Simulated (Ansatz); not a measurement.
# BaTiO3 (Barioperovskite): further runs on the relaxed cell

This session takes BaTiO3 (Barioperovskite) and sets out to fit an equation of state.

Program: Ansatz 0.2.0. Level of theory: DFT r2SCAN, scalar-relativistic, plane waves, PAW. These are calculated values, not measurements.

1 further run of the same task is left out (set aside as unsound or not needed).

## 1. The structure to begin with

Symmetry: Amm2, No. 38, orthorhombic system. Conventional cell: a = 3.964 Å, b = 5.717 Å, c = 5.747 Å, α = 90.00°, β = 90.00°, γ = 90.00°. Ba (site symmetry mm2) has 12 O at 2.77 to 2.98 Å as nearest neighbours. Around Ti (site symmetry mm2) lie 6 O at 1.85 to 2.21 Å. O (site symmetry mm2) has 2 Ti at 1.99 Å and 4 Ba at 2.77 to 2.98 Å as nearest neighbours. Around O (site symmetry m) lie 2 Ti at 1.85 to 2.21 Å.

As a file:

```cif
data_structure
_symmetry_space_group_name_H-M 'Amm2'
_symmetry_Int_Tables_number 38
_cell_length_a 3.9638
_cell_length_b 5.7166
_cell_length_c 5.7470
_cell_angle_alpha 90.000
_cell_angle_beta 90.000
_cell_angle_gamma 90.000
_cell_volume 130.22
loop_
_atom_site_label
_atom_site_type_symbol
_atom_site_symmetry_multiplicity
_atom_site_Wyckoff_symbol
_atom_site_fract_x
_atom_site_fract_y
_atom_site_fract_z
_atom_site_occupancy
Ba1 Ba 2 a 0.00000 0.50000 0.50841 1
Ti1 Ti 2 b 0.50000 0.50000 0.02395 1
O1 O 2 a 0.00000 0.50000 0.99033 1
O2 O 4 e 0.50000 0.25696 0.23710 1
```

It is the result of an earlier relaxation at this level (volume 13.02 Å³/atom; gap on the mesh: 2.66 eV).

## 2. The cell scaled to 0.97 of its volume

Input file input.yaml:

```yaml
crystal:
  lattice:
    - [3.9237522783, 0.0, 0.0]
    - [0.0, 2.8294027188, 2.8444904264]
    - [0.0, -2.8294027188, 2.8444904264]
  atoms:
    - { symbol: Ba, position: [0.0, 0.0084108398, 0.0084108398] }
    - { symbol: Ti, position: [0.5, 0.5239463003, 0.5239463003] }
    - { symbol: O, position: [0.0, 0.4903261303, 0.4903261303] }
    - { symbol: O, position: [0.5, 0.4940592995, 0.9801374301] }
    - { symbol: O, position: [0.5, 0.9801374301, 0.4940592995] }
basis:
  ecutwfc: 500
kpoints:
  mp_grid: { grid: [8, 8, 8] }
hamiltonian:
  xc: r2scan
scf:
  occupations: { method: gaussian, width: 0.02 }
output:
  forces: true
  stress: true
  eigenvalues: true
relax:
  adjacent_minimum: "off"
  f_tol: 0.01
  max_steps: 30
  cell: { stress_tol: 0.1, fix: [volume] }
```

On the command line:

```sh
$ ansatz run input.yaml --threads 4 --pin off --max-ram 10240MiB --backend cpu --events-out ev --progress --plain --runs-dir out
```

## 3. Point at V/V0 = 1.03

input.yaml, as its differences from that of step 2:

```diff
@@ -2,5 +2,5 @@
   lattice:
-    - [3.9237522783, 0.0, 0.0]
-    - [0.0, 2.8294027188, 2.8444904264]
-    - [0.0, -2.8294027188, 2.8444904264]
+    - [4.0030413634, 0.0, 0.0]
+    - [0.0, 2.8865777739, 2.9019703659]
+    - [0.0, -2.8865777739, 2.9019703659]
   atoms:
```

## 4. Volume × 0.94

Input file input.yaml:

```yaml
crystal:
  lattice:
    - [3.9097965544, 0.0, 0.0]
    - [0.0, 2.7934431228, 2.8019665765]
    - [0.0, -2.7934431228, 2.8019665765]
  atoms:
    - { symbol: Ba, position: [0.0, 0.0056681728, 0.0056681728] }
    - { symbol: Ti, position: [0.5, 0.5185169982, 0.5185169982] }
    - { symbol: O, position: [0.0, 0.4925958795, 0.4925958795] }
    - { symbol: O, position: [0.5, 0.4944914508, 0.9856074987] }
    - { symbol: O, position: [0.5, 0.9856074987, 0.4944914508] }
basis:
  ecutwfc: 500
kpoints:
  mp_grid: { grid: [8, 8, 8] }
hamiltonian:
  xc: r2scan
scf:
  occupations: { method: gaussian, width: 0.02 }
output:
  forces: true
  stress: true
  eigenvalues: true
relax:
  adjacent_minimum: "off"
  f_tol: 0.01
  max_steps: 30
  cell: { stress_tol: 0.1, fix: [volume] }
```

## 5. The cell scaled to 1.06 of its volume

Input file input.yaml:

```yaml
crystal:
  lattice:
    - [4.0050943584, 0.0, 0.0]
    - [0.0, 2.922393464, 2.9483803938]
    - [0.0, -2.922393464, 2.9483803938]
  atoms:
    - { symbol: Ba, position: [0.0, 0.0114242273, 0.0114242273] }
    - { symbol: Ti, position: [0.5, 0.52868358, 0.52868358] }
    - { symbol: O, position: [0.0, 0.487836583, 0.487836583] }
    - { symbol: O, position: [0.5, 0.4942025531, 0.9747330566] }
    - { symbol: O, position: [0.5, 0.9747330566, 0.4942025531] }
basis:
  ecutwfc: 500
kpoints:
  mp_grid: { grid: [8, 8, 8] }
hamiltonian:
  xc: r2scan
scf:
  occupations: { method: gaussian, width: 0.02 }
output:
  forces: true
  stress: true
  eigenvalues: true
relax:
  adjacent_minimum: "off"
  f_tol: 0.01
  max_steps: 30
  cell: { stress_tol: 0.1, fix: [volume] }
```

## 6. Point at V/V0 = 0.91

Input file input.yaml:

```yaml
crystal:
  lattice:
    - [3.8878403084, 0.0, 0.0]
    - [0.0, 2.7591034326, 2.7618118088]
    - [0.0, -2.7591034326, 2.7618118088]
  atoms:
    - { symbol: Ba, position: [0.0, 0.0029047174, 0.0029047174] }
    - { symbol: Ti, position: [0.5, 0.5113009111, 0.5113009111] }
    - { symbol: O, position: [0.0, 0.4952508702, 0.4952508702] }
    - { symbol: O, position: [0.5, 0.4957400526, 0.9916834488] }
    - { symbol: O, position: [0.5, 0.9916834488, 0.4957400526] }
basis:
  ecutwfc: 500
kpoints:
  mp_grid: { grid: [8, 8, 8] }
hamiltonian:
  xc: r2scan
scf:
  occupations: { method: gaussian, width: 0.02 }
output:
  forces: true
  stress: true
  eigenvalues: true
relax:
  adjacent_minimum: "off"
  f_tol: 0.01
  max_steps: 30
  cell: { stress_tol: 0.1, fix: [volume] }
```

## 7. The cell scaled to 1.10 of its volume

Input file input.yaml:

```yaml
crystal:
  lattice:
    - [4.0105448637, 0.0, 0.0]
    - [0.0, 2.9691207898, 3.0073953913]
    - [0.0, -2.9691207898, 3.0073953913]
  atoms:
    - { symbol: Ba, position: [0.0, 0.0150132007, 0.0150132007] }
    - { symbol: Ti, position: [0.5, 0.5329685635, 0.5329685635] }
    - { symbol: O, position: [0.0, 0.4849951378, 0.4849951378] }
    - { symbol: O, position: [0.5, 0.4945378053, 0.9693652927] }
    - { symbol: O, position: [0.5, 0.9693652927, 0.4945378053] }
basis:
  ecutwfc: 500
kpoints:
  mp_grid: { grid: [8, 8, 8] }
hamiltonian:
  xc: r2scan
scf:
  occupations: { method: gaussian, width: 0.02 }
output:
  forces: true
  stress: true
  eigenvalues: true
relax:
  adjacent_minimum: "off"
  f_tol: 0.01
  max_steps: 30
  cell: { stress_tol: 0.1, fix: [volume] }
```

## 8. The cell scaled to 0.88 of its volume

Input file input.yaml:

```yaml
crystal:
  lattice:
    - [3.8552300507, 0.0, 0.0]
    - [0.0, 2.726049983, 2.7260112805]
    - [0.0, -2.726049983, 2.7260112805]
  atoms:
    - { symbol: Ba, position: [0.0, -0.0005406009, -0.0005406009] }
    - { symbol: Ti, position: [0.5, 0.4996924549, 0.4996924549] }
    - { symbol: O, position: [0.0, 0.4992581458, 0.4992581458] }
    - { symbol: O, position: [0.5, 0.4992685796, 0.9992014208] }
    - { symbol: O, position: [0.5, 0.9992014208, 0.4992685796] }
basis:
  ecutwfc: 500
kpoints:
  mp_grid: { grid: [8, 8, 8] }
hamiltonian:
  xc: r2scan
scf:
  occupations: { method: gaussian, width: 0.02 }
output:
  forces: true
  stress: true
  eigenvalues: true
relax:
  adjacent_minimum: "off"
  f_tol: 0.01
  max_steps: 30
  cell: { stress_tol: 0.1, fix: [volume] }
```

(Steps that only read results are left out.)

Q: Predict the outcome of this session. Wanted: equilibrium volume of the fit; bulk modulus.

As calculated:

| quantity | value |
| --- | --- |
| equilibrium volume of the fit | 13.02 Å³/atom |
| bulk modulus | 111 GPa |
| its pressure derivative | 8.8 |

The fit puts the minimum at 13.02 Å³/atom with B = 111 GPa and B' = 8.8. The gap on the mesh goes from 2.40 eV at the smallest volume to 3.17 eV at the largest.
